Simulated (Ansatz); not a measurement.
# NaH (Fm-3m): convergence test of the plane-wave cutoff

How high a cutoff does NaH (Fm-3m) need? Aim: a convergence test of the plane-wave cutoff, for NaH (Fm-3m), run from a script.

All numbers are computed with the Python package of Ansatz 0.2.0. Level of theory: DFT LDA, plane waves, PAW.

### 1 The system

The structure is cubic, space group Fm-3m (No. 225). The conventional cell has a = 4.880 Å, b = 4.880 Å, c = 4.880 Å, α = 90.00°, β = 90.00°, γ = 90.00°. Na (site symmetry m-3m) is surrounded by 6 H at 2.44 Å. Around H (site symmetry m-3m) lie 6 Na at 2.44 Å.

The script holds or builds the structure itself.

### 2 The script

nah_ecut.py reads:

```python
"""Convergence of NaH with the plane-wave cutoff."""

import ansatz as az
from tabulate import tabulate

lattice = az.Lattice.of(
    [0.0, 2.44, 2.44],
    [2.44, 0.0, 2.44],
    [2.44, 2.44, 0.0],
)
sites = [
    ("Na", [0.0, 0.0, 0.0]),
    ("H", [0.5, 0.5, 0.5]),
]
xtal = az.Crystal(lattice=lattice)
for symbol, position in sites:
    xtal = xtal.atom(symbol, position)

model = (
    xtal.calculation()
    .occupations("fixed")
    .eigensolver("davidson")
    .functional(az.Functional.LDA)
    .kpoints(spacing=0.32)
    .forces()
    .stress()
)

rows = []
for value in [300, 400, 500, 600, 700, 800]:
    report = model.basis(value).run(threads=1, pin="off").report
    rows.append((value, report["free_energy_ev"] / len(report["lattice"]["sites"]), report["n_iterations"], sum(report["stress_gpa"][i][i] for i in range(3)) / 3, max(abs(f) for row in report["forces_ev_ang"] for f in row), report["n_pw"]))

print(tabulate(rows, headers=["cutoff (eV)", "F/atom (eV)", "iterations", "P (GPa)", "max force (eV/A)", "plane waves"], floatfmt=".4f", tablefmt="simple"))

# the last row is the reference
for row in rows[:-1]:
    shift = 1000 * (row[1] - rows[-1][1])
    print(f"{row[0]}: {shift:+.2f} meV/atom" + ("  (within 1 meV)" if abs(shift) < 1 else ""))
```

### 3 The run

Command:

```sh
$ python nah_ecut.py
```

**Question.** How fast does the energy converge with the cutoff (threshold 1 meV an atom)?

**Answer**, as computed:

| quantity | value |
| --- | --- |
| runs compared | 6 |
| last run but one, from the last | +0.04 meV/atom |
| within 5 meV/atom of the last run from | 400 |

**Reading.** Run 1 has a cutoff under the recommended one, so what rests on it isn't a property of the system. From 500 eV on it stays within 1 meV an atom of the value at 800 eV; the first row (300 eV) is off by 34.0 meV and the last but one by 0.04 meV. The energy falls steadily, as expected when plane waves are added. The pressure moves from -2.63 to -2.61 GPa (the program's stress holds a Pulay correction, so it settles early). Forces vanish by symmetry here and test nothing. Pressure is positive in compression. Shifts are counted from the last row, which is itself no proven limit.
